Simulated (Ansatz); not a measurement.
CdSe (zincblende), relaxed with r2SCAN in the plane-wave code Ansatz. Space group F-43m (No. 216), cubic; conventional cell a = 6.136 Å, 28.87 Å³ an atom. Around Cd lie 4 Se at 2.66 Å; around Se lie 4 Cd at 2.66 Å.

The axes x, y and z are those of this cell:
```
Cd Se
1.0
     0.00000    3.06778    3.06778
     3.06778    0.00000    3.06778
     3.06778    3.06778    0.00000
Cd Se
1 1
Direct
  0.00000 0.00000 0.00000
  0.25000 0.25000 0.25000
```

Unstrained: The PBE gap is direct at Γ: 0.555 eV. With r2SCAN the gap is 1.037 eV and direct, at Γ. HSE06 gives a direct gap of 1.483 eV at Γ. Meshes: PBE 8×8×8, r2SCAN 8×8×8, HSE06 6×6×6. Strains are changes of length per length. After each strain the atoms were relaxed again with r2SCAN within the symmetry that the strain leaves, so tilts or polar shifts that break it weren't tested; points keep the names that they have in the unstrained zone. No spin polarisation and no zero-point or thermal motion.

**Question.** Apply epitaxial -0.48 % in the plane normal to [111], free normal strain +0.38 %. How far does the gap move, against the unstrained cell?

**Answer.** PBE: the gap goes from 0.555 to 0.554 eV (-0.001 eV); with r2SCAN the top three valence levels at Γ, degenerate before, become 2+1 from the top over 40 meV. r2SCAN: the gap goes from 1.037 to 1.036 eV (-0.001 eV). HSE06: the gap goes from 1.483 to 1.483 eV (0.000 eV). The r2SCAN energy rises by 0.3 meV an atom.

**Question.** Apply uniaxial +5.99 % along x, other directions held. How far does the gap move, against the unstrained cell?

**Answer.** PBE: the gap goes from 0.555 to 0.363 eV (-0.192 eV); with r2SCAN the top three valence levels at Γ, degenerate before, become 2+1 from the top over 192 meV. r2SCAN: the gap goes from 1.037 to 0.833 eV (-0.204 eV). HSE06: the gap goes from 1.483 to 1.262 eV (-0.221 eV). The r2SCAN energy rises by 20.0 meV an atom.

**Question.** One strain changed the r2SCAN stress by xx -1.87, yy -1.87, zz -1.87, xy -0.63, xz -0.63, yz -0.63 GPa (compression positive) and the gap by -0.144 eV (PBE), -0.159 eV (r2SCAN), -0.170 eV (HSE06). Which kind of strain was it, and roughly how large?

**Answer.** Uniaxial +4.01 % along [111], other directions held. The pattern of the stress gives the kind; the size needs the stiffness, so it is an estimate.

Spin-orbit coupling is left out.

The meshes of the hybrids are coarse, so their gaps aren't converged to the digits shown.

The splittings at Γ are without spin-orbit coupling, which regroups them where it is of like size or larger.
